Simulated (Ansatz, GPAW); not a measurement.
## Au: programs and potentials compared

```xyz
1
Lattice="0.0000 2.0350 2.0350 2.0350 0.0000 2.0350 2.0350 2.0350 0.0000" Properties=species:S:1:pos:R:3 pbc="T T T"
Au    0.0000    0.0000    0.0000
```

Alike in all runs: task single point; functional RPBE; k mesh 11 × 11 × 11; occupations gaussian, width 0.02 eV; no spin polarisation; no spin-orbit coupling. Pressure is positive in compression and, in plane waves, holds the error of the finite cutoff, which Ansatz's Pulay term estimates and takes out.

| program and potentials | plane-wave cutoff (eV) | notes | pressure (GPa) |
| --- | --- | --- | --- |
| Ansatz, Ansatz PAW | 420 | potentials made for PBE, which Ansatz adapts in part; 19 valence electrons an atom on average; Pulay term of +0.06 GPa included | 14.95 |
| GPAW, the program's PAW data sets (release 1.2.1) made for this functional | 600 | 11 valence electrons an atom on average | 17.20 |
| Ansatz, all-electron LAPW, scalar-relativistic | - | - | 14.91 |

The pressure spans 14.91 (Ansatz, all-electron LAPW, scalar-relativistic) to 17.20 GPa (GPAW, the program's PAW data sets (release 1.2.1) made for this functional), with all-electron results at 14.91. Some sets were made for another functional than the one run, which can shift their rows. The cell lies far from this level's equilibrium.

The functional is the same throughout but for its coding, so the spread measures potentials, basis and numerics; runs on potential files found faulty are left out.
